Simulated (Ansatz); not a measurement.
SrF2:
Space group Fm-3m (No. 225); a = 5.790 Å, b = 5.790 Å, c = 5.790 Å, α = 90.00°, β = 90.00°, γ = 90.00°

| atom | site | symmetry | x | y | z |
|---|---|---|---|---|---|
| Sr | 4a | m-3m | 0.0000 | 0.0000 | 0.0000 |
| F | 8c | -43m | 0.2500 | 0.2500 | 0.2500 |
(The calculation used a cell of 3 atoms; values per cell refer to that cell.)

Relaxed with r²SCAN.

**Question.** Tabulate the valence density and the electron localisation function along the shortest Sr–F contact (2.51 Å), r²SCAN (plane waves, PAW; program Ansatz).

**Answer.** 

```csv
distance from Sr (Å),density (e/Å³),ELF
0.25,2.05,0.18
0.38,2.64,0.52
0.50,2.71,0.76
0.63,2.27,0.85
0.75,1.60,0.87
0.88,0.99,0.83
1.00,0.56,0.64
1.13,0.32,0.26
1.25,0.22,0.07
1.38,0.21,0.07
1.50,0.29,0.24
1.63,0.49,0.57
1.76,0.91,0.76
1.88,1.79,0.81
2.01,3.63,0.81
2.13,6.67,0.75
2.26,10.19,0.62
```

The density is the valence pseudo-density with augmentation charge, so density and ELF within about 1 Å of a nucleus are not all-electron values.

The r²SCAN relaxation kept the symmetry of its start; phonons on a q-mesh show no instability.

Potentials: the later of the program's two PAW sets.
